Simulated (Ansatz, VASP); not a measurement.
Given: the input of a run of VASP 6.6.1 on Si. 

File INCAR:

```
PREC = Accurate
ENCUT = 520
EDIFF = 1E-6
ISMEAR = 0
SIGMA = 0.1
LREAL = F
LASPH = T
NELM = 80
ALGO = Normal
ISIF = 2
LWAVE = F
LCHARG = T
GGA = PS
LELF = T
LVHAR = T
NBANDS = 11
```

File KPOINTS:

```
Automatic mesh
0
Gamma
  8 8 8
```

File POSCAR:

```
Si
1.0
    0.0000000000      2.7218511865      2.7218511865
    2.7218511865      0.0000000000      2.7218511865
    2.7218511865      2.7218511865      0.0000000000
Si
2
Direct
    0.5000000000      0.5000000000      0.5000000000
    0.7500000000      0.7500000000      0.7500000000
```

Potentials or basis: VASP PAW PBE potentials, release 64 (Si).

Launch:

```sh
$ cat potpaw_PBE.64/Si/POTCAR > POTCAR
$ mpirun -np 1 vasp_std > vasp.out
```

**Question.** What does the same run look like in Ansatz 0.2.0? Potentials or basis there: Ansatz PAW, cutoff 420 eV.

**Answer.** As run (cutoffs and basis follow the program's own potentials, and thresholds, step limits or extra output files can differ):

The input input.yaml:

```yaml
crystal:
  lattice:
    - [0.0, 2.7218511865, 2.7218511865]
    - [2.7218511865, 0.0, 2.7218511865]
    - [2.7218511865, 2.7218511865, 0.0]
  atoms:
    - { symbol: Si, position: [0.5, 0.5, 0.5] }
    - { symbol: Si, position: [0.75, 0.75, 0.75] }
hamiltonian:
  xc: pbesol
  pseudopotentials: { kind: paw }
kpoints:
  mp_grid: { grid: [8, 8, 8] }
scf:
  occupations: { method: gaussian, width: 0.1 }
output:
  forces: true
  stress: true
  eigenvalues: true
  write_density: true
  write_potential: true
  elf: true
  volumetric_format: npy
```

Potentials or basis: Ansatz PAW.

Launch:

```sh
$ ansatz run input.yaml --threads 2 --pin off --max-ram 5632MiB --backend cpu --events-out ev --progress --plain --runs-dir out
```

Both were run:

|  | VASP | Ansatz |
| --- | --- | --- |
| Pressure | -0.4 GPa | -0.5 GPa |

Ansatz's pressure holds a Pulay term of +0.03 GPa for its cutoff of 420 eV, which the other run lacks.

VASP's potentials were made for PBE. Ansatz's potentials were made for PBE.

Where Ansatz's input types no cutoff or centring, it takes its own default and a Γ-centred mesh.

Pressure is positive in compression.
